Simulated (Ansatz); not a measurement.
A plane-wave DFT run in Ansatz 0.2.0 (scalar-relativistic PAW potentials unless the input names others): input and command.

```yaml
crystal:
  lattice:
    - [16.2504120812, 0.0, 0.0]
    - [0.0, 2.7084020135, 0.0]
    - [0.0, 0.0, 19.6605177198]
  atoms:
    - { symbol: Ir, position: [0.0, 0.0, 0.0762950407] }
    - { symbol: Ir, position: [0.0833333333, 0.5, 0.1737049593] }
    - { symbol: Ir, position: [0.1666666667, 0.0, 0.0762950407] }
    - { symbol: Ir, position: [0.25, 0.5, 0.1737049593] }
    - { symbol: Ir, position: [0.3333333333, 0.0, 0.0762950407] }
    - { symbol: Ir, position: [0.4166666667, 0.5, 0.1737049593] }
    - { symbol: Ir, position: [0.5, 0.0, 0.0762950407] }
    - { symbol: Ir, position: [0.5833333333, 0.5, 0.1737049593] }
    - { symbol: Ir, position: [0.6666666667, 0.0, 0.0762950407] }
    - { symbol: Ir, position: [0.75, 0.5, 0.1737049593] }
    - { symbol: Ir, position: [0.8333333333, 0.0, 0.0762950407] }
    - { symbol: Ir, position: [0.9166666667, 0.5, 0.1737049593] }
    - { symbol: Ir, position: [0.0, 0.0, 0.2716989679] }
    - { symbol: Ir, position: [0.0833333333, 0.5, 0.3642523587] }
    - { symbol: Ir, position: [0.1666666667, 0.0, 0.2716989679] }
    - { symbol: Ir, position: [0.25, 0.5, 0.3642523587] }
    - { symbol: Ir, position: [0.3333333333, 0.0, 0.2716989679] }
    - { symbol: Ir, position: [0.4166666667, 0.5, 0.3642523587] }
    - { symbol: Ir, position: [0.5, 0.0, 0.2716989679] }
    - { symbol: Ir, position: [0.5833333333, 0.5, 0.3642523587] }
    - { symbol: Ir, position: [0.6666666667, 0.0, 0.2716989679] }
    - { symbol: Ir, position: [0.75, 0.5, 0.3642523587] }
    - { symbol: Ir, position: [0.8333333333, 0.0, 0.2716989679] }
    - { symbol: Ir, position: [0.9166666667, 0.5, 0.3642523587] }
basis:
  ecutwfc: 420
kpoints:
  mp_grid: { grid: [2, 12, 1] }
hamiltonian:
  xc: pbesol
scf:
  occupations: { method: gaussian, width: 0.1 }
  max_iter: 60
output:
  forces: true
  eigenvalues: true
efield:
  axis: 3
  dipole_correction: true
  ramp_width: 0.04
magnetization:
  spin_polarized: [1, 2]
```

```bash
ansatz run input.yaml --threads 4 --pin off --max-ram 11264MiB --backend cpu --events-out ev --progress --plain --runs-dir out
```

What will the program do with this input?

The program refuses it, because of a value of the wrong type (magnetization.spin_polarized: not typed → [1, 2]). Without that key it is accepted.

Abridged log:
```
Error: YAML parse error: error: line 48 column 19: expected string scalar
  --> <input>:48:19
   |
46 |   ramp_width: 0.04
47 | magnetization:
48 |   spin_polarized: [1, 2]
   |                   ^ expected string scalar
```